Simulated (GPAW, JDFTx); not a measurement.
This is a calculation of MnS for JDFTx 1.7.0 (patched build). 

Contents of MnS.in:

```
lattice \
    0.0000000000     4.9217916916     4.9217916916 \
    4.9217916916     0.0000000000     4.9217916916 \
    4.9217916916     4.9217916916     0.0000000000
coords-type Lattice
ion Mn     0.0000000000     0.0000000000     0.0000000000 1
ion S      0.5000000000     0.5000000000     0.5000000000 1

ion-species pseudo/Mn.upf
ion-species pseudo/S.upf
elec-cutoff 48 384
elec-ex-corr gga-PBEsol
kpoint-folding 9 9 9
elec-smearing Fermi 0.0018374661
elec-n-bands 19
spintype z-spin
initial-magnetic-moments Mn 4
elec-initial-magnetization 4 no
electronic-SCF nIterations 100 energyDiffThreshold 1e-09
electronic-minimize nIterations 30 energyDiffThreshold 1e-7
converge-empty-states yes
forces-output-coords Cartesian

dump-name run.$VAR
dump End Ecomponents EigStats BandEigs Kpoints Forces Stress
```

Potentials or basis: PseudoDojo-SR-PBEsol-0.4.1-standard with smoothed tails.

The run is started by

```bash
$ jdftx -c 1 -i MnS.in -o MnS.out
```

Set up the same calculation for GPAW 26.7.0 (ASE script). Potentials or basis there: PAW data sets generated for this functional, cutoff 600 eV.

As run (cutoffs and basis follow the program's own potentials, and thresholds, step limits or extra output files can differ):

Contents of run.py:

```python
from ase import Atoms
from ase.dft.bandgap import bandgap
from ase.io import write
from ase.units import GPa
from gpaw import GPAW, PW, setup_paths

setup_paths.insert(0, '.')

atoms = Atoms(['Mn', 'S'],
              cell=[[0.0, 2.6045, 2.6045],
                    [2.6045, 0.0, 2.6045],
                    [2.6045, 2.6045, 0.0]],
              scaled_positions=[[0.0, 0.0, 0.0],
                                [0.5, 0.5, 0.5]],
              pbc=True)
atoms.set_initial_magnetic_moments([4.0, 0.0])

calc = GPAW(mode=PW(600),
            xc='PBEsol',
            kpts={'size': (9, 9, 9), 'gamma': True},
            occupations={'name': 'fermi-dirac', 'width': 0.05},
            nbands=21,
            convergence={'density': 1e-05, 'energy': 1e-05},
            maxiter=150,
            txt='gpaw.txt')
atoms.calc = calc
energy = atoms.get_potential_energy()
forces = atoms.get_forces()
stress = atoms.get_stress()
calc.write('gs.gpw')
write('result.traj', atoms)
print(f'Energy: {energy:.6f} eV')
print('Forces (eV/A):')
print(forces.round(4))
print('Stress (GPa):', (stress / GPa).round(3))
print('Moments:', calc.get_magnetic_moments().round(3))
print('Fermi level:', round(calc.get_fermi_level(), 4), 'eV')
print(f'Gap: {bandgap(calc)[0]:.4f} eV, direct: {bandgap(calc, direct=True)[0]:.4f} eV')
```

Potentials or basis: PAW data sets generated in the run's folder for this functional, pw.

Run with:

```sh
$ gpaw-setup -f PBEsol Mn S
$ OMP_NUM_THREADS=1 python run.py
```

Both were run:

|  | JDFTx | GPAW |
| --- | --- | --- |
| Pressure | -6.7 GPa | -7.2 GPa |
| Net moment | 4.72 μB per cell | 4.66 μB per cell |

The magnetic state is the one that the start led to; the real crystal's order can differ.

Pressure is positive in compression.
